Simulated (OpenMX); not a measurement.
Crystal: MgO.

```xyz
2
Lattice="0.0000 2.0970 2.0970 2.0970 0.0000 2.0970 2.0970 2.0970 0.0000" Properties=species:S:1:pos:R:3 pbc="T T T"
Mg    0.0000    0.0000    0.0000
O     2.0970    2.0970    2.0970
```

The cell is a database's computed one.

Base run:

| Quantity | Value |
| --- | --- |
| Program | OpenMX 3.8.5 |
| Functional | PBE |
| Potentials or basis | OpenMX 2013 PBE set, Mg7.0-s3p2d1, O6.0-s2p2d1, grid cutoff 500 Ry |
| k mesh | 11 × 11 × 11 |
| Occupations | fermi-dirac, width 0.05 eV |
| Spin | no spin polarisation |

Its results: band gap on the k mesh 5.09 eV, direct; pressure 9.6 GPa.

**Question.** The run is repeated on the same cell with these changes: functional from PBE to LDA; potentials or basis from OpenMX 2013 PBE set, Mg7.0-s3p2d1, O6.0-s2p2d1, grid cutoff 500 Ry to OpenMX 2013 LDA set, Mg7.0-s3p2d1, O6.0-s2p2d1, grid cutoff 500 Ry. What comes out?

**Answer.** Band gap on the k mesh 5.02 eV, direct; pressure -1.0 GPa.

Caveats: the basis of atomic orbitals isn't converged, which shifts pressures, moduli and gaps; an odd mesh through Γ misses points on the zone boundary, where band edges often lie (some runs).
